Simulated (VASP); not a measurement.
# BeTe (F-43m) in VASP: single point with PBE

Aim: the single point of BeTe with PBE.

All numbers are computed with VASP 6.6.1; they aren't measurements. Logs are shortened: lines on timing, memory, paths and dates and some standing lists are left out, and cuts for length are marked.

### 1 The structure

It takes space group F-43m (No. 216, cubic). The conventional cell has a = 5.663 Å, b = 5.663 Å, c = 5.663 Å, α = 90.00°, β = 90.00°, γ = 90.00°. Be (site symmetry -43m) is surrounded by 4 Te at 2.45 Å. Te (site symmetry -43m) is surrounded by 4 Be at 2.45 Å.

The cell comes from a database or a generator and needn't be the stable form of this composition.

### 2 Single point, PBE

INCAR reads:

```
SYSTEM = BeTe
  PREC = Accurate
  ENCUT = 520
  EDIFF = 1E-6
  ISMEAR = 0
  SIGMA = 0.1
  LREAL = .FALSE.
  LASPH = .TRUE.
  NELM = 100
  ALGO = Fast
  ISIF = 2
  LWAVE = .FALSE.
  LCHARG = .TRUE.
  GGA = PE
  LELF = .TRUE.
  LVHAR = .TRUE.
  NBANDS = 11
```

KPOINTS reads:

```
regular mesh
0
G
  6 6 6
  0 0 0
```

POSCAR reads:

```
BeTe
1.0
    0.0000000000      2.8314588100      2.8314588100
    2.8314588100      0.0000000000      2.8314588100
    2.8314588100      2.8314588100      0.0000000000
Be Te
1 1
Direct
    0.0000000000      0.0000000000      0.0000000000
    0.7500000000      0.7500000000      0.7500000000
```

Potentials or basis: VASP PAW PBE potentials, release 64 (Be, Te).

The run is started by

```console
> cat potpaw_PBE.64/Be/POTCAR potpaw_PBE.64/Te/POTCAR > POTCAR
> mpirun -np 1 vasp_std > vasp.out
```

OUTCAR:

```text
SYSTEM = BeTe
   PREC = Accurate
   ENCUT = 520
   EDIFF = 1E-6
   ISMEAR = 0
   LREAL = .FALSE.
   LASPH = .TRUE.
   NELM = 100
   ISIF = 2
   GGA = PE

 ion  position               nearest neighbor table
   1  0.000  0.000  0.000-   2 2.45   2 2.45   2 2.45   2 2.45
   2  0.750  0.750  0.750-   1 2.45   1 2.45   1 2.45   1 2.45

  LATTYP: Found a face centered cubic cell.
 ALAT       =     5.6629176200

  Lattice vectors:

 A1 = (   0.0000000000,   2.8314588100,   2.8314588100)
 A2 = (   2.8314588100,   0.0000000000,   2.8314588100)
 A3 = (   2.8314588100,   2.8314588100,   0.0000000000)

Analysis of symmetry for initial positions (statically):
=====================================================================
 Subroutine PRICEL returns:
 Original cell was already a primitive cell.

 Routine SETGRP: Setting up the symmetry group for a
 face centered cubic supercell.

 Subroutine GETGRP returns: Found 24 space group operations
 (whereof 24 operations were pure point group operations)
 out of a pool of 48 trial point group operations.

The static configuration has the point symmetry T_d .

Analysis of symmetry for dynamics (positions and initial velocities):
=====================================================================
 Subroutine PRICEL returns:
 Original cell was already a primitive cell.

 Routine SETGRP: Setting up the symmetry group for a
 face centered cubic supercell.

 Subroutine GETGRP returns: Found 24 space group operations
 (whereof 24 operations were pure point group operations)
 out of a pool of 48 trial point group operations.

The dynamic configuration has the point symmetry T_d .

 Subroutine INISYM returns: Found 24 space group operations
 (whereof 24 operations are pure point group operations),
 and found     1 'primitive' translations

----------------------------------------------------------------------------------------

                                     Primitive cell

  volume of cell :      45.4005

  direct lattice vectors                    reciprocal lattice vectors
     0.000000000  2.831458810  2.831458810    -0.176587418  0.176587418  0.176587418
     2.831458810  0.000000000  2.831458810     0.176587418 -0.176587418  0.176587418
     2.831458810  2.831458810  0.000000000     0.176587418  0.176587418 -0.176587418

  length of vectors
     4.004287450  4.004287450  4.004287450     0.305858380  0.305858380  0.305858380

  position of ions in fractional coordinates (direct lattice)
[... 79 lines left out ...]
   TEBEG  =    0.0;   TEEND  =   0.0 temperature during run
   PSTRESS=    0.0 pullay stress
   NELECT =       8.0000    total number of electrons
   NUPDOWN=      -1.0000    fix difference up-down
   EMIN   =  10.00;   EMAX   =-10.00  energy-range for DOS
   EFERMI =   0.00;   METHOD = LEGACY
   ISMEAR =     0;   SIGMA  =   0.10  broadening in eV -4-tet -1-fermi 0-gaus
   EFERMI_NEDOS =   21; number of points for ismear=-14 and -15
   IALGO  =     68    algorithm
   IMIX   =      4    mixing-type and parameters
     AMIX     =   0.40;   BMIX     =  1.00
     AMIX_MAG =   1.60;   BMIX_MAG =  1.00
  volume/ion in A,a.u.               =      22.70       153.19
  Fermi-wavevector in a.u.,A,eV,Ry     =   0.917807  1.734403 11.461129  0.842369
  Thomas-Fermi vector in A             =   2.042817
   LORBIT       =      0    0 simple, 1 ext, 2 COOP (PROOUT), +10 PAW based schemes
   GGA     = PE    functional components
   LHFCALC =     F    Hartree Fock is set to
   AEXX    =    0.0000 exact exchange contribution
   IVDW    =     0    specifies the selected vdW correction
   LEPSILON=     F    determine dielectric tensor
   LRPA    =     F    only Hartree local field effects (RPA)
 non-spin polarized calculation
 RMM-DIIS sequential band-by-band and
 Gauss-broadening in eV      SIGMA  =   0.10
  energy-cutoff  :      520.00
  volume of cell :       45.40
 maximum number of plane-waves:      1243
 NGX is ok and might be reduce to    30
   NGX = 15   NGY = 15   NGZ = 15

 number of electron       8.0000000 magnetization

 Free energy of the ion-electron system (eV)
  ---------------------------------------------------
  ext. energy  EPLUGINS =         0.00000000
  ---------------------------------------------------
  free energy    TOTEN  =        -7.61882424 eV

  energy without entropy =       -7.61882424  energy(sigma->0) =       -7.61882424

 E-fermi :   5.4026     XC(G=0):  -8.9895

 val. band max:        4.9162859448   @ k =   0.0000   0.0000   0.0000
 cond. band min:       6.9284650937   @ k =   0.5000   0.5000   0.0000
 fundamental gap:      2.0121791488
 Fermi energy:         5.4025509563

 k-point     1 :       0.0000    0.0000    0.0000
  band No.  band energies     occupation
      1      -7.2734      2.00000
      2       4.9163      2.00000
      3       4.9163      2.00000
      4       4.9163      2.00000
      5       8.5380      0.00000
      6       8.5380      0.00000
      7       8.5380      0.00000
      8       8.6179      0.00000
      9      13.2074      0.00000
     10      15.1255      0.00000
     11      15.1255      0.00000
[... 197 lines left out ...]
 k-point    16 :      -0.3333    0.5000    0.1667
  band No.  band energies     occupation
      1      -5.4694      2.00000
      2       0.2129      2.00000
      3       1.6085      2.00000
      4       1.9061      2.00000
      5       8.6366      0.00000
      6       9.1879      0.00000
      7      12.1970      0.00000
      8      12.4660      0.00000
      9      15.7533      0.00000
     10      16.5711      0.00000
     11      17.6799      0.00000

------------------------ aborting loop because EDIFF is reached ----------------------------------------

  FORCE on cell =-STRESS in cart. coord.  units (eV):
  Direction    XX          YY          ZZ          XY          YZ          ZX
  --------------------------------------------------------------------------------------
  -------------------------------------------------------------------------------------
  Total        0.0569314      0.0569314      0.0569314      0.0000000      0.0000000      0.0000000
  in kB        2.0091006      2.0091006      2.0091006      0.0000000      0.0000000      0.0000000
  external PRESSURE =       2.0091006 kB  Pullay stress =       0.0000000 kB

 VOLUME and BASIS-vectors are now :
 -----------------------------------------------------------------------------
  energy-cutoff  :      520.00
  volume of cell :       45.40
      direct lattice vectors                 reciprocal lattice vectors
     0.000000000  2.831458810  2.831458810    -0.176587418  0.176587418  0.176587418
     2.831458810  0.000000000  2.831458810     0.176587418 -0.176587418  0.176587418
     2.831458810  2.831458810  0.000000000     0.176587418  0.176587418 -0.176587418

 POSITION                                       TOTAL-FORCE (eV/Angst)
 -----------------------------------------------------------------------------------
      0.00000      0.00000      0.00000        -0.000000     -0.000000     -0.000000
      4.24719      4.24719      4.24719         0.000000      0.000000      0.000000
 -----------------------------------------------------------------------------------
    total drift:                               -0.000000     -0.000000     -0.000000

  FREE ENERGIE OF THE ION-ELECTRON SYSTEM (eV)
  ---------------------------------------------------
  free  energy   TOTEN  =        -7.6188242430 eV

  energy  without entropy=       -7.6188242430  energy(sigma->0) =       -7.61882424
```

OSZICAR:

```text
N       E                     dE             d eps       ncg     rms          rms(c)
DAV:   1     0.204964954027E+02    0.20496E+02   -0.33391E+03   352   0.590E+02
DAV:   2    -0.655408364482E+01   -0.27051E+02   -0.26311E+02   475   0.911E+01
DAV:   3    -0.772531218057E+01   -0.11712E+01   -0.11697E+01   439   0.203E+01
DAV:   4    -0.773969370180E+01   -0.14382E-01   -0.14380E-01   446   0.259E+00
DAV:   5    -0.773989419589E+01   -0.20049E-03   -0.20049E-03   432   0.287E-01    0.401E+00
RMM:   6    -0.764620981343E+01    0.93684E-01   -0.32173E-02   356   0.964E-01    0.236E+00
RMM:   7    -0.761751334375E+01    0.28696E-01   -0.46589E-02   387   0.116E+00    0.417E-01
RMM:   8    -0.761848091673E+01   -0.96757E-03   -0.78507E-03   397   0.601E-01    0.112E-01
RMM:   9    -0.761880728233E+01   -0.32637E-03   -0.10557E-03   419   0.222E-01    0.461E-02
RMM:  10    -0.761882201792E+01   -0.14736E-04   -0.16971E-04   438   0.846E-02    0.281E-02
RMM:  11    -0.761882346418E+01   -0.14463E-05   -0.13111E-05   427   0.283E-02    0.359E-03
RMM:  12    -0.761882424296E+01   -0.77879E-06   -0.36571E-06   430   0.149E-02
   1 F= -.76188242E+01 E0= -.76188242E+01  d E =-.421735E-13
```

stdout:

```text
POSCAR found type information on POSCAR BeTe
 POSCAR found :  2 types and       2 ions
 scaLAPACK will be used
 LDA part: xc-table for (Slater+PW92), standard interpolation
 POSCAR, INCAR and KPOINTS ok, starting setup
 FFT: planning ... GRIDC
 FFT: planning ... GRID_SOFT
 FFT: planning ... GRID
 WAVECAR not read
 entering main loop
```

Run time: 15 s. Hardware: 1 thread of AMD EPYC 7R13 (Zen 3), shared host; peak memory 0.13 GiB.

What came out:

```yaml
Free_energy: -7.6188 eV
Pressure: 0.2 GPa
Band_gap_on_the_k_mesh: 2.01 eV, indirect (least direct gap 3.62 eV)
```

Levels at points of the mesh, in eV from the valence-band top:
| k point | band 2 | band 3 | band 4 | band 5 | band 6 | band 7 |
| --- | --- | --- | --- | --- | --- | --- |
| (0.00, 0.00, 0.00) | 0.00 | 0.00 | 0.00 | 3.62 | 3.62 | 3.62 |
| (0.50, 0.00, 0.00) | -5.44 | -1.11 | -1.11 | 3.03 | 4.60 | 4.60 |
| (0.50, 0.50, 0.00) | -5.03 | -2.58 | -2.58 | 2.01 | 2.69 | 9.60 |

Caveat: spin-orbit coupling is left out, which moves the levels of the heavy elements.
